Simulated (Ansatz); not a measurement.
# Cd (P6_3/mmc) in Ansatz: single point with B3LYP+D3(BJ)

Aim: the single point of Cd with B3LYP+D3(BJ).

All numbers are computed with Ansatz 0.2.0; they aren't measurements. Logs are shortened: lines on timing, memory, paths and dates and some standing lists are left out, and cuts for length are marked.

### 1 Starting point

It takes space group P6_3/mmc (No. 194, hexagonal). Conventional cell: a = 2.979 Å, b = 2.979 Å, c = 5.618 Å, α = 90.00°, β = 90.00°, γ = 120.00°. Cd (site symmetry -6m2) has 12 Cd at 2.98 to 3.29 Å as nearest neighbours.

### 2 Single point, B3LYP+D3(BJ)

Input file input.yaml:

```yaml
crystal:
  lattice:
    - [2.97887, 0.0, 0.0]
    - [-1.489435, 2.5797770946, 0.0]
    - [0.0, 0.0, 5.61765]
  atoms:
    - { symbol: Cd, position: [0.6666666667, 0.3333333333, 0.75] }
    - { symbol: Cd, position: [0.3333333333, 0.6666666667, 0.25] }
hamiltonian:
  xc: b3lyp
  pseudopotentials: { kind: paw }
  dispersion: d3bj
kpoints:
  mp_grid: { grid: [5, 5, 3] }
scf:
  occupations: { method: gaussian, width: 0.1 }
output:
  forces: true
  stress: true
  eigenvalues: true
```

Potentials or basis: Ansatz PAW.

Run with:

```bash
ansatz run input.yaml --threads 2 --pin off --max-ram 5632MiB --backend cpu --events-out ev --progress --plain --runs-dir out
```

The program printed:

```text
Warning: output.stress: scf.convergence.dr2_threshold = 1e-7 eV (the SCF's general default) is looser than the 2e-10 eV advised for a printed stress (1e-10 eV for each atom of the cell: 2). What an SCF threshold leaves in a stress goes as its square root, and in the free energy as the threshold itself, and one threshold admits the most on a small cell: of the crystals measured, under no hybrid functional and no lock of the moments, on runs that ended without the residual-converged pass, on stresses that held no estimate of that error, the worst erred by over 100 MPa in a component at 1e-7 eV an atom and by under 5 at 1e-10. Set scf.convergence.dr2_threshold to 2e-10 eV or tighter. The threshold is an SCF's pass mark: one that does not reach it within its budget of iterations ends unconverged, or closes short of it on a stop that the run arms, and scf.convergence.dr2_threshold's page says what that costs each kind of run
Warning: output.stress: scf.exx.energy_threshold = 1e-6 eV is looser than the 2e-8 eV advised for a stress under a hybrid functional (1e-8 eV for each atom of the cell: 2). Every SCF of the exchange loop can meet its threshold on dr2 while the loop round them stops early: no threshold on dr2 bounds what that leaves in the stress. Set scf.exx.energy_threshold to 2e-8 eV or tighter. The threshold is the loop's pass mark: a loop that does not reach it within its budget of cycles ends unconverged, and scf.exx.energy_threshold's page has the law
Warning: RAYON_NUM_THREADS=2 ignored (pool sized by the plan → 2); use --threads N
Engine: ansatz 0.2.0, x86_64-unknown-linux-gnu
Pseudopotentials: kind: paw
Pseudopotential: Cd, paw, valence charge 20, recommended cutoff 420 eV (normal), Cd.paw.azcp
Functional definition: B3LYP
  parameter a0 = 0.2
  parameter ax = 0.72
  parameter ac = 0.81
  exchange = (1 - a0 - ax)*slater_x + ax*b88_x + a0*exact_x
  correlation = (1 - ac)*vwn_rpa_c + ac*lyp_c
Crystal: 2 atoms, lattice volume = 43.171 Å³
Basis set: ecut = 420 eV, 835 PW (Γ), exchange–correlation on 40×40×80 points (8 copies of the dense FFT grid, shifted against one another)
Bands: 24, of which v1, the nominal top of the filled ones, is band 20 counted from 1 (19 counted from 0)
Symmetry: 24 space group operations
Space group: P63/mmc (ITA 194), of the structure as read, at distance tolerance 3.5e-5 Å
k-points: 10 of 75
Non-local potential: Cd, projectors of the file, l = 0: 3, l = 1: 2, l = 2: 2, l = 3: 1
PAW form: soft (Blöchl's): semilocal exchange-correlation on the pseudo side does not see the compensation charge
PAW frozen core: Cd, regenerated for the run's functional, and the local potential with it (the file was generated under x = pbe(κ = 0.804, μ = 0.2195149727645171), c = pbe(β = 0.06672455060314922))
PAW one-centre angular grid: Cd, 590 points (default); XC on 64 Gauss nodes
Initial density: superposition of atomic densities (neutral atoms: chi_scale 0, normalization atom), corrected by the library's trained network
Initial wavefunctions: pseudopotential atomic-orbital guess
Functional: x = 0.1 slater + 0.9 b88, c = 0.19 vwn_rpa + 0.81 lyp, warm-up for x = 0.08 slater + 0.72 b88 + 0.2 exact, c = 0.19 vwn_rpa + 0.81 lyp
SCF iter   1: F=—  HF=-16532.392940 eV  |F-HF|=—  |Δ(HF+E_count)|=         —  Δρ=5.09e-3  dr2=5.95e-3  ethr=1.77e-3  ⟨swp⟩=9.0  Hψ=1003  notcnv=0
preconditioner: auto → none  [insulator: Δε(μ)=0.606 eV  Ē_g=13.395 eV  σ=0.100 eV  W_gap=0.92  n_scr=22 (ndim 8)  ℏωp=27.7 eV  f_vac=0.000  D(μ)=0.74/eV (n_scr^D=2)]
SCF iter   2: F=—  HF=-16532.394412 eV  |F-HF|=—  |Δ(HF+E_count)|=   1.47e-3  Δρ=2.50e-3  dr2=1.47e-3  ethr=1.49e-5  ⟨swp⟩=3.1  Hψ=470  notcnv=0  defer=2
SCF iter   3: F=—  HF=-16532.395187 eV  |F-HF|=—  |Δ(HF+E_count)|=   7.76e-4  Δρ=6.98e-4  dr2=1.50e-4  ethr=3.67e-6  ⟨swp⟩=3.0  Hψ=560  notcnv=0
iter 4 solved again at ethr=1.70e-8 eV; its pass at ethr=3.74e-7 eV (dr2=6.81e-6 eV) is discarded
SCF iter   4: F=—  HF=-16532.395137 eV  |F-HF|=—  |Δ(HF+E_count)|=   5.01e-5  Δρ=1.69e-4  dr2=6.76e-6  ethr=1.70e-8  ⟨swp⟩=2.0  Hψ=982  notcnv=0
SCF iter   5: F=—  HF=-16532.395142 eV  |F-HF|=—  |Δ(HF+E_count)|=   4.51e-6  Δρ=8.72e-5  dr2=2.21e-6  ethr=1.69e-8  ⟨swp⟩=3.7  Hψ=600  notcnv=0
SCF iter   6: F=—  HF=-16532.395141 eV  |F-HF|=—  |Δ(HF+E_count)|=   8.15e-7  Δρ=2.06e-5  dr2=1.22e-7  ethr=5.51e-9  ⟨swp⟩=3.0  Hψ=542  notcnv=0
SCF iter   7: F=—  HF=-16532.395141 eV  |F-HF|=—  |Δ(HF+E_count)|=   4.59e-8  Δρ=2.10e-6  dr2=1.25e-9  ethr=3.05e-10  ⟨swp⟩=3.1  Hψ=543  notcnv=0
SCF iter   8: F=-16532.395141 eV  HF=-16532.395141 eV  |F-HF|=1.09e-11  |Δ(HF+E_count)|=  4.55e-10  Δρ=1.61e-7  dr2=7.42e-12  ethr=3.12e-12  ⟨swp⟩=3.1  Hψ=570  notcnv=0
SCF 1 converged in 8 iterations: F = -16532.395141 eV  dr2 = 7.42e-12
Initial density: handed on by an earlier stage of this run
Initial wavefunctions: those handed on with the density
Functional: x = 0.08 slater + 0.72 b88 + 0.2 exact, c = 0.19 vwn_rpa + 0.81 lyp
Frozen-core exchange: fock
iter 1 solved again at ethr=3.33e-5 eV; its pass at ethr=1.00e-1 eV (dr2=1.33e-2 eV) is discarded
SCF iter   1: F=—  HF=-16538.016251 eV  |F-HF|=—  |Δ(HF+E_count)|=         —  Δρ=6.60e-3  dr2=1.51e-2  ethr=3.33e-5  ⟨swp⟩=4.2  Hψ=1074  notcnv=0
preconditioner: auto → none  [insulator: Δε(μ)=1.106 eV  Ē_g=15.713 eV  σ=0.100 eV  W_gap=0.94  n_scr=22 (ndim 8)  ℏωp=27.7 eV  f_vac=0.000  D(μ)=0.79/eV (n_scr^D=2)]
SCF iter   2: F=—  HF=-16538.016828 eV  |F-HF|=—  |Δ(HF+E_count)|=   5.77e-4  Δρ=2.48e-3  dr2=7.52e-4  ethr=3.33e-5  ⟨swp⟩=3.0  Hψ=561  notcnv=0
SCF iter   3: F=—  HF=-16538.017330 eV  |F-HF|=—  |Δ(HF+E_count)|=   5.02e-4  Δρ=1.07e-3  dr2=1.63e-4  ethr=1.62e-6  ⟨swp⟩=3.0  Hψ=476  notcnv=0
SCF iter   4: F=—  HF=-16538.017446 eV  |F-HF|=—  |Δ(HF+E_count)|=   1.16e-4  Δρ=4.30e-4  dr2=6.15e-5  ethr=3.37e-7  ⟨swp⟩=3.1  Hψ=662  notcnv=0
SCF iter   5: F=—  HF=-16538.017459 eV  |F-HF|=—  |Δ(HF+E_count)|=   1.28e-5  Δρ=1.79e-4  dr2=1.45e-5  ethr=1.31e-7  ⟨swp⟩=3.9  Hψ=661  notcnv=0
SCF iter   6: F=-16538.017464 eV  HF=-16538.017466 eV  |F-HF|=1.42e-6  |Δ(HF+E_count)|=   6.55e-6  Δρ=7.08e-5  dr2=2.83e-6  ethr=2.64e-8  ⟨swp⟩=3.2  Hψ=545  notcnv=0
SCF 2 stopped early in 6 iterations: F = -16538.017464 eV  dr2 = 2.83e-6
hybrid outer 1: dexx = +8.030e-3 eV, tail = 2.41e-5 eV
Frozen-core exchange: fock
SCF iter   1: F=—  HF=-16538.017552 eV  |F-HF|=—  |Δ(HF+E_count)|=         —  Δρ=5.55e-5  dr2=8.02e-7  ethr=3.01e-7  ⟨swp⟩=4.7  Hψ=577  notcnv=0
preconditioner: auto → none  [insulator: Δε(μ)=1.075 eV  Ē_g=15.636 eV  σ=0.100 eV  W_gap=0.88  n_scr=22 (ndim 8)  ℏωp=27.7 eV  f_vac=0.000  D(μ)=0.72/eV (n_scr^D=2)]
SCF iter   2: F=—  HF=-16538.017553 eV  |F-HF|=—  |Δ(HF+E_count)|=   1.08e-6  Δρ=2.34e-5  dr2=2.63e-7  ethr=9.21e-10  ⟨swp⟩=3.6  Hψ=654  notcnv=0
SCF iter   3: F=—  HF=-16538.017554 eV  |F-HF|=—  |Δ(HF+E_count)|=   6.19e-7  Δρ=1.60e-5  dr2=1.22e-7  ethr=2.23e-10  ⟨swp⟩=4.1  Hψ=615  notcnv=0
SCF iter   4: F=-16538.017554 eV  HF=-16538.017554 eV  |F-HF|=1.42e-9  |Δ(HF+E_count)|=   1.36e-8  Δρ=3.54e-6  dr2=9.20e-9  ethr=2.23e-10  ⟨swp⟩=3.3  Hψ=559  notcnv=0
SCF 3 converged in 4 iterations: F = -16538.017554 eV  dr2 = 9.20e-9
  Residual-converged pass: ⟨swp⟩=2.1  Hψ=441  notcnv=0  max |occ|·‖R‖ = 2.4e-6 eV (tolerance 2.4e-6 eV)  dr2=9.23e-9  dr2_onsite=4.36e-10  max |Δocc| = 3.0e-12
hybrid outer 2: dexx = +4.209e-6 eV, tail = 3.32e-8 eV, Δε = 6.04e-3 eV (about 3.00e-4 eV left of the loop's levels)
hybrid SCF converged: 2 outer / 10 inner (+8 warm-up), last move |dexx| = 4.21e-6 eV, tail = 3.32e-8 eV
Stability not checked: this state was not tested for a lower state beside it, because the functional holds exact exchange (a hybrid, or Hartree-Fock), whose exchange loop this test does not read (fock_operator; see scf.lower_state_search)
Free energy (F): -16538.017554 eV
Frozen-core exchange: fock
Harris-Foulkes:  -16538.017554 eV  (|F-HF|=1.42e-9)
Internal energy: -16538.014028 eV  (E = F + TS)
E sigma→0 (E₀):  -16538.015791 eV
Entropy (-TS):   -0.003526 eV (-1.763 meV/atom)
Fermi energy:    14.047411 eV
--- Per-component energies (eV) ---
  E_band       = -885.001897
  E_kinetic    = 1013.613821
  E_local      = -5884.089573  (includes V_loc(G=0)·N_el)
  E_nonlocal   = 61.748134
  E_hartree    = 2775.464685
  E_xc         = -289.586937
  E_vxc        = -361.108143  (∫ρ·V_xc dr)
  E_exx        = -153.907424  (= α·E_x^exact, valence–valence)
  E_paw        = -8104.133760  (= ΣΔE_a)
  E_vpaw       = -958.283460  (= ΣTr[D̂ρ^β])
  E_aug_tail   = 0.000028  (compensation charges beyond the density's cutoff)
  E_ewald      = -5954.632409
  E_disp       = -1.753689  (pairwise vdW)
  E_core_change = -0.736906  (= ΣΔE_core)
  E_smearing   = -0.003526  (= −TS)
  E_closure    = 0.000000  (closes the sum)
  Σ components = -16538.017554   (vs F -16538.017554, Δ=0.00e0)
--- Forces (eV/Å), atoms counted from 1 ---
  atom   1  Cd    -0.00000000    -0.00000000    -0.00000000
  atom   2  Cd     0.00000000     0.00000000     0.00000000
  max |Σ_I F_I| component: 0.00e0 eV/Å
--- Stress (GPa, compression-positive) ---
        2.476102       0.000000       0.000000
        0.000000       2.476102       0.000000
        0.000000       0.000000      -6.407963
  P = ⅓ Tr σ = -0.4853 GPa (-4.853 kbar)
--- Band table (eV; the first three rows and the last of 10) ---
  k-point 0: bands = ["-93.1099", "-93.1084", "-53.0819", "-53.0608", "-53.0311", "-53.0311", "-53.0296", "-53.0296", "3.2293", "3.4739", "3.8275", "3.8275", "3.8785", "3.8785", "4.3587", "4.3587", "4.6211", "4.6211", "4.7618", "11.1826", "11.4552", "26.2219", "29.8341", "30.6178"]
  k-point 1: bands = ["-93.1094", "-93.1088", "-53.0769", "-53.0659", "-53.0307", "-53.0307", "-53.0299", "-53.0299", "3.2936", "3.4177", "3.8264", "3.8264", "3.8536", "3.8536", "4.4393", "4.4393", "4.5694", "4.5694", "5.4981", "7.6822", "16.5772", "22.0689", "29.8947", "30.4293"]
  k-point 2: bands = ["-93.1081", "-93.1070", "-53.0780", "-53.0602", "-53.0515", "-53.0493", "-53.0368", "-53.0341", "3.3922", "3.6302", "3.7485", "3.9526", "4.0375", "4.1810", "4.2199", "4.2495", "4.2798", "4.6216", "5.9044", "11.9536", "13.0756", "23.5705", "27.1130", "27.3665"]
  k-point 9: bands = ["-93.1042", "-93.1041", "-53.0835", "-53.0824", "-53.0654", "-53.0630", "-53.0580", "-53.0562", "3.4939", "3.5041", "3.6487", "3.6801", "3.9541", "4.2638", "4.4409", "4.4926", "4.6134", "4.6697", "13.8764", "13.8858", "16.4386", "16.5689", "19.8713", "21.6947"]
```

Wall time 23 s (2 threads of AMD EPYC (Zen 3), shared host); peak memory 0.66 GiB.

What came out:

| Quantity | Value |
| --- | --- |
| Free energy | -16538.0176 eV |
| Pressure | -0.5 GPa |
| Band gap on the k mesh | none (metal or under the smearing width) |

Stress tensor (GPa, compression positive):
```
 2.48  0.00  0.00
 0.00  2.48  0.00
 0.00  0.00 -6.41
```

Caveat: the k mesh is coarse (spacing up to 0.49 Å⁻¹), so the values aren't converged, least of all with exact exchange; pairwise dispersion overbinds metals, which lowers pressure and volume; the PAW data sets come from PBE, with cores solved anew for the run's functional, which leaves a small shift of forces and pressure; the thresholds are loose for stress.
